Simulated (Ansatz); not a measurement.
**Relaxed lattice of AlCo3 against the dispersion correction**

Method: plane-wave DFT with PAW (Ansatz; 420 eV, 500 eV for r²SCAN). Each run relaxes cell and atoms to zero pressure from this start:

```yaml
crystal:
  lattice:
    - [3.57495, 0.00000, 0.00000]
    - [0.00000, 3.57495, 0.00000]
    - [0.00000, 0.00000, 3.57495]
  atoms:
    - { symbol: Al, position: [0.00000, 0.00000, 0.00000] }
    - { symbol: Co, position: [0.50000, 0.50000, 0.00000] }
    - { symbol: Co, position: [0.50000, 0.00000, 0.50000] }
    - { symbol: Co, position: [0.00000, 0.50000, 0.50000] }
```

```
Γ-centred k-mesh                                : 12×12×12
occupation rule                                 : Gaussian smearing, 0.1 eV
list of starting moments (μB, in atom order)    : 0 1.48 1.48 1.48
check for lower electronic states after the SCF : on
```

Lengths are those of the conventional cell, space group Pm-3m.

```tsv
dispersion correction	a (Å)	volume (Å³/atom)	gap on mesh (eV)
PBEsol, D3(BJ)	3.496	10.68	metal
PBEsol, D3(BJ)+ATM	3.503	10.75	metal
PBEsol, D4	3.510	10.81	metal
r2SCAN, none	3.586	11.53	metal
r2SCAN, rVV10	3.574	11.41	metal
```

Q: What does PBEsol, none give?

A: It gives:

```tsv
dispersion correction	a (Å)	volume (Å³/atom)	gap on mesh (eV)
PBEsol, none	3.529	10.99	metal
```

Cost: 6 runs of about 8.4 core-minutes in all, on Intel Xeon 6975P-C (Granite Rapids) (shared hosts).